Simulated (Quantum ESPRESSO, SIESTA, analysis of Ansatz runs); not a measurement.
# B_P in BP (F-43m): levels and formation energies (SIESTA), part 2 of 3

Question: at which Fermi levels does B_P in BP (F-43m) change its charge? Model: a cell of 54 host atoms with 1 P taken out and 1 B put in.

SIESTA 5.4.2; SIESTA numerical-orbital DFT, PBEsol, DZP basis, PseudoDojo 0.4.1 potentials converted to PSML; charged supercells in a uniform background, point-charge correction with alignment at far sites.

So far. Step 2 (Band edges): The gap at this level is 1.15 eV.

### Step 3. Relaxing each charge state

Level of this step: SIESTA numerical-orbital DFT, PBEsol, DZP basis, PseudoDojo 0.4.1 potentials converted to PSML; relaxation of all atoms of a defect supercell at fixed charge in a uniform background (SIESTA).

Each state starts from the atoms near the defect displaced at random, so that no symmetry of the ideal site is imposed. An odd electron count needs spin polarisation, and the total moment is held fixed to keep the state apart from its neighbours in spin. Charge +1 is shown in full.

defect.fdf

```
SystemName                      B14P13
SystemLabel                     defect
NumberOfSpecies                 2
NumberOfAtoms                   54
%block ChemicalSpeciesLabel
  1    5 B
  2   15 P
%endblock ChemicalSpeciesLabel
LatticeConstant                 1.0 Ang
%block LatticeVectors
    -0.000009000     6.831351000     6.831351000
     6.831351000    -0.000009000     6.831351000
     6.831351000     6.831351000    -0.000009000
%endblock LatticeVectors
AtomicCoordinatesFormat         Fractional
%block AtomicCoordinatesAndAtomicSpecies
    -0.000001244    -0.000001244    -0.000001244  1
     0.250001226     0.250001226     0.250001226  2
    -0.002869246    -0.004372301     0.336815562  1
     0.243868429     0.251331378     0.584583196  2
     0.003594644     0.003511189     0.664343920  1
     0.247067030     0.256273870     0.914853205  2
     0.004318869     0.333301779     0.001438904  1
     0.244386592     0.583561253     0.250761268  2
    -0.000001244     0.333332089     0.333332089  1
     0.247018290     0.581246794     0.589575165  1
     0.005912540     0.329875957     0.666784337  1
     0.244826334     0.582081865     0.918370903  2
    -0.002101429     0.668564723     0.004870587  1
     0.244284308     0.917797192     0.254426807  2
    -0.002963170     0.664928795     0.331760676  1
     0.252570112     0.916647697     0.586735852  2
    -0.005496780     0.667873393     0.666287411  1
     0.250001226     0.916667893     0.916667893  2
     0.333332089    -0.000001244    -0.000001244  1
     0.583334559     0.250001226     0.250001226  2
     0.339254279    -0.004098635     0.332569026  1
     0.584001493     0.254190441     0.577457928  2
     0.333332089    -0.000001244     0.666665422  1
     0.583334559     0.250001226     0.916667893  2
     0.328086530     0.337364217    -0.001522953  1
     0.582748437     0.581144453     0.256110396  2
     0.334590252     0.337817653     0.327687859  1
     0.582857496     0.580719461     0.589448106  2
     0.333531030     0.328184949     0.671859405  1
     0.583334559     0.583334559     0.916667893  2
     0.333332089     0.666665422    -0.000001244  1
     0.583334559     0.916667893     0.250001226  2
     0.329299340     0.663421644     0.336575706  1
     0.583334559     0.916667893     0.583334559  2
     0.332235271     0.663253782     0.672828943  1
     0.583334559     0.916667893     0.916667893  2
     0.666665422    -0.000001244    -0.000001244  1
     0.916667893     0.250001226     0.250001226  2
     0.666665422    -0.000001244     0.333332089  1
     0.916667893     0.250001226     0.583334559  2
     0.666665422    -0.000001244     0.666665422  1
     0.916667893     0.250001226     0.916667893  2
     0.666665422     0.333332089    -0.000001244  1
     0.916667893     0.583334559     0.250001226  2
     0.665513034     0.339355295     0.329464712  1
     0.916858684     0.585377645     0.587058332  2
     0.671844681     0.331820405     0.661853797  1
     0.922738983     0.580355084     0.913885954  2
     0.666665422     0.666665422    -0.000001244  1
     0.916667893     0.916667893     0.250001226  2
     0.672140895     0.665228961     0.328727098  1
     0.921095661     0.911079742     0.584930793  2
     0.666665422     0.666665422     0.666665422  1
     0.916667893     0.916667893     0.916667893  2
%endblock AtomicCoordinatesAndAtomicSpecies
%block kgrid.MonkhorstPack
    2   0   0  0.50
    0   2   0  0.50
    0   0   2  0.50
%endblock kgrid.MonkhorstPack
XC.Functional                   GGA
XC.Authors                      PBEsol
PAO.BasisSize                   DZP
PAO.EnergyShift                 0.005 Ry
Mesh.Cutoff                     300 Ry
NetCharge                       1.0
Spin                            polarized
%block DM.InitSpin
    10   0.200
    17   0.200
    29   0.200
    33   0.200
    35   0.200
%endblock DM.InitSpin
Spin.Fix                        true
Spin.Total                      1.0
OccupationFunction              FD
ElectronicTemperature           0.01 eV
MaxSCFIterations                150
SCF.MustConverge                true
SCF.Mixer.Method                Pulay
SCF.Mixer.Weight                0.1
SCF.Mixer.History               10
SCF.DM.Tolerance                3.0e-4
SCF.H.Tolerance                 3.0e-3 eV
WriteForces                     true
Charge.Mulliken                 end
SaveRho                         true
SaveElectrostaticPotential      true
Charge.Hirshfeld                end
Charge.Voronoi                  end
MD.TypeOfRun                    Broyden
MD.Steps                        90
MD.MaxForceTol                  0.04 eV/Ang
MD.MaxDispl                     0.15 Ang
WriteCoorStep                   true
AtomCoorFormatOut               Fractional
```

The run is started by

```console
OMP_NUM_THREADS=1 siesta defect.fdf > defect.out
```

What it wrote:

```text
Version         : 5.4.2

                           ***********************
                           *  WELCOME TO SIESTA  *
                           ***********************

[...]
reinit: Reading from file defect.fdf

reinit: -----------------------------------------------------------------------
reinit: System Name: B14P13
reinit: -----------------------------------------------------------------------
reinit: System Label: defect
reinit: -----------------------------------------------------------------------

[...]
initatom: Reading input for the pseudopotentials and atomic orbitals ----------
Species number:   1 Atomic number:    5 Label: B
Species number:   2 Atomic number:   15 Label: P

[... pseudopotential checks and orbital generation ...]

prinput: Basis input

PAO.BasisType split

%block ChemicalSpeciesLabel
    1    5 B                       # Species index, atomic number, species label
    2   15 P                       # Species index, atomic number, species label
%endblock ChemicalSpeciesLabel

%block PAO.Basis                 # Define Basis set
# WARNING: This information might be incomplete!
B                     2                    # Species label, number of l-shells
 n=2   0   2                         # n, l, Nzeta
   5.715      3.824
   1.000      1.000
 n=2   1   2 P   1                   # n, l, Nzeta, Polarization, NzetaPol
   7.067      4.748
   1.000      1.000
P                     2                    # Species label, number of l-shells
 n=3   0   2                         # n, l, Nzeta
   5.233      3.525
   1.000      1.000
 n=3   1   2 P   1                   # n, l, Nzeta, Polarization, NzetaPol
   6.628      4.520
   1.000      1.000
%endblock PAO.Basis

prinput: ----------------------------------------------------------------------

coor:   Atomic-coordinates input format  =     Fractional

[...]
siesta: System type = bulk

initatomlists: Number of atoms, orbitals, and projectors:     54   702   692

[... echo of the settings ...]

siesta: k-grid: Number of k-points = 4
siesta: k-points from Monkhorst-Pack grid
siesta: k-cutoff (effective) =     9.661 Ang
siesta: k-point supercell and displacements
siesta: k-grid:     2     0     0      0.500
siesta: k-grid:     0     2     0      0.500
siesta: k-grid:     0     0     2      0.500

diag: Algorithm                                     = D&C
diag: Absolute tolerance                            =  0.100E-15
diag: Orthogonalization factor                      =  0.100E-05

superc: Internal auxiliary supercell:     3 x     3 x     3  =      27
superc: Number of atoms, orbitals, and projectors:   1458  18954  18684

                     ====================================
                        Begin Broyden opt. move =      0
                     ====================================

[...]
superc: Internal auxiliary supercell:     3 x     3 x     3  =      27
superc: Number of atoms, orbitals, and projectors:   1458  18954  18684

outcell: Unit cell vectors (Ang):
       -0.000009    6.831351    6.831351
        6.831351   -0.000009    6.831351
        6.831351    6.831351   -0.000009

outcell: Cell vector modules (Ang)   :    9.660989    9.660989    9.660989
outcell: Cell angles (23,13,12) (deg):     60.0001     60.0001     60.0001
outcell: Cell volume (Ang**3)        :    637.6034
[...]
Initializing Density Matrix...

[...]
DM filled with atomic data (user-defined):
Note: For starting DM, Qtot, Tr[D*S] =        213.00000000        214.00000000

InitMesh: MESH = 90 x 90 x 90 = 729000
InitMesh: Mesh cutoff (required, used) =   300.000   359.778 Ry

[...]
iscf     Eharris(eV)        E_KS(eV)     FreeEng(eV)     dDmax     Ef_up Ef_dn(eV) dHmax(eV)
   scf:    1    -6986.205523    -7126.284085    -7126.284858  0.918465 -6.542209 -6.780776  5.818247
[...]
scf:    2    -6944.473183    -7076.977144    -7076.984608  0.123971 -4.004496 -4.065130 28.564452
[...]
scf:    3    -7140.804315    -7136.717173    -7136.718050  0.105168 -6.131728 -6.358548  1.451804
[...]
scf:    4    -7141.274778    -7139.595369    -7139.596809  0.025868 -5.931033 -6.132141  0.861288
[...]
scf:    5    -7139.752461    -7139.705155    -7139.706605  0.007330 -5.855176 -6.051824  0.445774
[...]
scf:    6    -7139.784781    -7139.755762    -7139.756865  0.008099 -5.775894 -5.975502  0.206176
[...]
scf:    7    -7139.799441    -7139.781551    -7139.782631  0.002374 -5.753559 -5.946107  0.130535
[...]
scf:    8    -7139.790721    -7139.788267    -7139.789297  0.002825 -5.738212 -5.928063  0.116767
[...]
scf:    9    -7139.789793    -7139.789328    -7139.790320  0.000433 -5.733807 -5.922672  0.017268
[...]
scf:   10    -7139.789479    -7139.789420    -7139.790393  0.000289 -5.732943 -5.920763  0.025073
[...]
spin moment: {S} , |S| = {        0.0        0.0    1.00000 }     1.00000

SCF Convergence by DM+H criterion
max |DM_out - DM_in|         :     0.0001728618
max |H_out - H_in|      (eV) :     0.0026385584
SCF cycle converged after 13 iterations

Using DM_out to compute the final energy and forces

siesta: E_KS(eV) =            -7139.7896

siesta: E_KS - E_eggbox =     -7139.7896

siesta: Atomic forces (eV/Ang):
[... rows ...]
   Tot    0.000220   -0.000094   -0.000294
[...]
iscf     Eharris(eV)        E_KS(eV)     FreeEng(eV)     dDmax     Ef_up Ef_dn(eV) dHmax(eV)
[...]
scf:    2    -7139.551198    -7140.426636    -7140.428415  0.007021 -5.849204 -6.132126  2.610201
[...]
scf:    3    -7140.892654    -7140.837491    -7140.838939  0.006072 -5.793782 -6.062013  0.018005
[...]
scf:    4    -7140.837623    -7140.837582    -7140.839018  0.000058 -5.793374 -6.061780  0.004745
[...]
scf:    5    -7140.837588    -7140.837586    -7140.839025  0.000013 -5.793474 -6.061937  0.003184
[...]
scf:    6    -7140.837592    -7140.837590    -7140.839030  0.000042 -5.793352 -6.061909  0.000823
     spin moment: {S} , |S| = {        0.0        0.0    1.00000 }     1.00000

SCF Convergence by DM+H criterion
[...]
SCF cycle converged after 6 iterations

[...]
siesta: E_KS(eV) =            -7140.8376

siesta: Atomic forces (eV/Ang):
     1   -0.014772    0.000009   -0.001386
     2    0.028999   -0.018909    0.001962
     3   -0.002397    0.008632    0.019386
     4    0.019367    0.018121   -0.002958
     5    0.010173   -0.019693   -0.033678
     6   -0.001783   -0.021933    0.012381
     7   -0.009524   -0.019789    0.021097
     8    0.007102    0.030952    0.013457
     9    0.029442   -0.024803    0.002756
    10   -0.037552   -0.027707    0.021494
[...]
50    0.004412    0.015651    0.012948
    51   -0.014371    0.002348    0.008003
    52   -0.013799   -0.011866   -0.009716
    53   -0.015108   -0.000979    0.014292
    54   -0.018639    0.022022   -0.023322
   Tot    0.000407    0.000455    0.001794
   Max    0.039669
   Res    0.016774    sqrt( Sum f_i^2 / 3N )
   Max    0.039669    constrained

Stress tensor Voigt[x,y,z,yz,xz,xy] (kbar):       15.12       15.10       18.44       -3.11       -3.04       -0.16
[...]
outcoor: Relaxed atomic coordinates (fractional):
   -0.00048636    0.00023731    0.00041678   1       1  B
    0.25042859    0.24912055    0.25033762   2       2  P
   -0.00070363   -0.00070282    0.33440269   1       3  B
    0.25049486    0.25295732    0.58325892   2       4  P
    0.00135686   -0.00067518    0.66643149   1       5  B
    0.24996482    0.25317154    0.91408165   2       6  P
    0.00017284    0.33323484    0.00027470   1       7  B
    0.24880983    0.58335588    0.25376049   2       8  P
    0.00047764    0.33241850    0.33335026   1       9  B
    0.24887906    0.58232150    0.58863927   1      10  B
    0.00048738    0.33340498    0.66669526   1      11  B
    0.24937899    0.58350773    0.91477648   2      12  P
   -0.00064371    0.66705003    0.00016383   1      13  B
    0.24899157    0.91312159    0.25507443   2      14  P
   -0.00123306    0.66632229    0.33411343   1      15  B
    0.25119497    0.91255361    0.58429276   2      16  P
    0.01451875    0.66169232    0.66167593   1      17  B
    0.24992565    0.91698803    0.91714832   2      18  P
[...]
0.58303337    0.25067484    0.24966419   2      20  P
[...]
0.58083667    0.25306238    0.58299087   2      22  P
[...]
0.66623088    0.33375929    0.33294153   1      45  B
    0.91918555    0.58337430    0.58436832   2      46  P
    0.66701857    0.33318280    0.66600349   1      47  B
    0.91957511    0.58308067    0.91483626   2      48  P
    0.66587918    0.66691791    0.00054054   1      49  B
    0.91634870    0.91637886    0.25068154   2      50  P
    0.66552576    0.66621780    0.33445788   1      51  B
    0.91993344    0.91343036    0.58434043   2      52  P
    0.66630560    0.66633779    0.66693608   1      53  B
    0.91671169    0.91724417    0.91664251   2      54  P

[...]
siesta: Final energy (eV):
siesta:  Band Struct. =   -2547.536406
siesta:       Kinetic =    3271.770748
siesta:       Hartree =     438.783736
[...]
siesta:         Exch. =   -2087.838670
siesta:         Corr. =    -284.823492
[...]
siesta:   Exch.-corr. =   -2372.662163
siesta:  Ion-electron =   -4016.353550
siesta:       Ion-ion =   -4462.376362
[...]
siesta:         Total =   -7140.837590
siesta:      Fermi_up =      -5.793352
siesta:      Fermi_dn =      -6.061909

siesta: Stress tensor (static) (eV/Ang**3):
siesta:     0.009440   -0.000099   -0.001900
siesta:    -0.000099    0.009425   -0.001938
siesta:    -0.001900   -0.001938    0.011512

siesta: Cell volume =        637.603445 Ang**3

siesta: Pressure (static):
siesta:                Solid            Molecule  Units
siesta:          -0.00011028         -0.00010584  Ry/Bohr**3
siesta:          -0.01012544         -0.00971757  eV/Ang**3
siesta:         -16.22274402        -15.56926053  kBar

[...]
mulliken: Qtot =      107.000

[...]
mulliken: Qtot =      106.000

Mulliken Atomic Populations:
Atom #   charge [q] valence [e]      Sz [e]  Species
     1    -0.460939    3.460939    0.007921  B
     2     0.508114    4.491886    0.013276  P
     3    -0.463550    3.463550    0.004700  B
     4     0.498435    4.501565    0.029237  P
     5    -0.464327    3.464327    0.011164  B
     6     0.497877    4.502123    0.010850  P
     7    -0.465332    3.465332    0.006186  B
     8     0.498692    4.501308    0.025331  P
     9    -0.458320    3.458320    0.005218  B
    10    -0.065389    3.065389    0.146843  B
    11    -0.463525    3.463525    0.009756  B
    12     0.500017    4.499983    0.018483  P
    13    -0.464630    3.464630    0.009500  B
    14     0.497743    4.502257    0.012957  P
    15    -0.462069    3.462069    0.007027  B
    16     0.498277    4.501723    0.023235  P
    17    -0.338447    3.338447    0.048242  B
    18     0.505270    4.494730    0.007563  P
[...]
20     0.497211    4.502789    0.006800  P
[...]
22     0.499407    4.500593    0.018936  P
[...]
45    -0.463561    3.463561    0.004718  B
    46     0.498221    4.501779    0.029268  P
    47    -0.464522    3.464522    0.011227  B
    48     0.498313    4.501687    0.011002  P
    49    -0.454799    3.454799    0.016006  B
    50     0.497087    4.502913    0.006816  P
    51    -0.463369    3.463369    0.009218  B
    52     0.499291    4.500709    0.019037  P
    53    -0.457820    3.457820    0.028808  B
    54     0.496864    4.503136    0.005128  P
 Total     1.000000                1.000000

[...]
Job completed
```

Run time: 58 min. Hardware: 1 MPI rank of Arm Neoverse V1, shared host; peak memory 1.3 GiB.

The steps and moves of this run count from the displaced start.

The steps of the relaxation:

```
step  energy less that of the first step (eV)  largest force (eV/Å)
   0                                   0.0000                1.9723
   1                                  -0.6316                1.3148
   2                                  -0.8748                0.8943
   3                                  -1.0043                0.4544
   4                                  -1.0435                0.1002
   5                                  -1.0480                0.0514
```

The atoms that moved most (Å):

```
atom      dx      dy      dz  length
 B17  -0.074   0.105   0.095   0.159
 B29   0.057  -0.106   0.103   0.159
 B35  -0.091  -0.101  -0.048   0.144
 B33   0.065   0.064  -0.034   0.098
  P4   0.002   0.036   0.056   0.067
 P16  -0.045  -0.026  -0.037   0.064
  P8   0.019   0.051   0.029   0.061
 B51   0.046  -0.006  -0.038   0.060
```

Neighbours of B10 at the end:

```
atom  distance (Å)
 B35         1.821
 B17         1.849
 B29         1.852
 B33         1.894
 P12         3.159
  P6         3.162
 P48         3.166
 P16         3.181
 P28         3.182
 P52         3.189
 P22         3.194
  P4         3.200
 P46         3.201
 P26         3.209
 P14         3.209
  P8         3.231
```

Energies on the run's own zero. States near gap, by row:

```
spin  k  band  energy (eV)  filled by count
  up  0   103       -6.745                1
  up  0   104       -6.397                1
  up  0   105       -6.343                1
  up  0   106       -6.284                1
  up  0   107       -5.528                1
  up  0   108       -5.454                0
  up  0   109       -3.901                0
  up  0   110         -3.9                0
  up  0   111       -3.869                0
  up  1   103       -6.869                1
  up  1   104        -6.77                1
  up  1   105       -6.551                1
  up  1   106       -6.427                1
  up  1   107       -6.079                1
  up  1   108       -5.759                0
  up  1   109       -3.975                0
  up  1   110       -3.171                0
  up  1   111       -3.049                0
down  0   102       -6.732                1
down  0   103       -6.725                1
down  0   104        -6.34                1
down  0   105       -6.309                1
down  0   106       -6.149                1
down  0   107       -5.469                0
down  0   108       -5.419                0
down  0   109       -3.888                0
down  0   110       -3.885                0
down  1   102       -6.949                1
down  1   103       -6.839                1
down  1   104       -6.751                1
down  1   105       -6.459                1
down  1   106       -6.398                1
down  1   107       -5.962                0
down  1   108       -5.715                0
down  1   109       -3.962                0
down  1   110       -3.155                0
```

The states that were run, at 2×2×2 shifted by half a step, on 1 MPI rank of Arm Neoverse V1, shared host:

```
charge  moment (μB)    outcome  structures computed  largest displacement of a host atom from its site (Å)  lowest empty less highest filled level (eV)    time
     0            0  converged                    8                                                   0.14                                        -0.27  31 min
    −2            0  converged                    8                                                   0.16                                         1.24  34 min
    +1            1  converged                    6                                                   0.13                                        -0.44  58 min
    −1            1  converged                    8                                                   0.15                                        -0.27  63 min
    +2            0  converged                    8                                                   0.13                                         0.19  32 min
```

At charge 0, +1 and −1 filled and empty levels, counted over both spins and all k-points, touch or overlap: the last carrier shares a level or a band, or the held moment keeps an electron of one spin above an empty level of the other.

Against the host's sites the lattice moves most at charge −2 (0.16 Å); the smallest move among the states is 0.13 Å.

(Part 2 of 3 ends here.)

[Logs are printed without paths, hosts, clocks, repeated set-up lines and the standing remarks that a program may print on its own settings, such as how far it seeks lower states.]

[Hosts, paths, dates, database ids (printed as entryN), source tags and the programs' standing remarks are cut or masked in the printed files.]

[For some hosts the program warned that the k-mesh of the response run may be too coarse for force constants and the static dielectric constant; such warnings are not shown here.]

[Charge tables in the logs are Mulliken or Hirshfeld populations, whose sizes and signs can differ; where basis functions stand at a vacancy, SIESTA counts their charge against the missing atom's valence.]

[In relaxation paths of CP2K, step 0 can be the structure after the first move, since the trajectory file begins there, and the last row can be the final structure solved once more.]
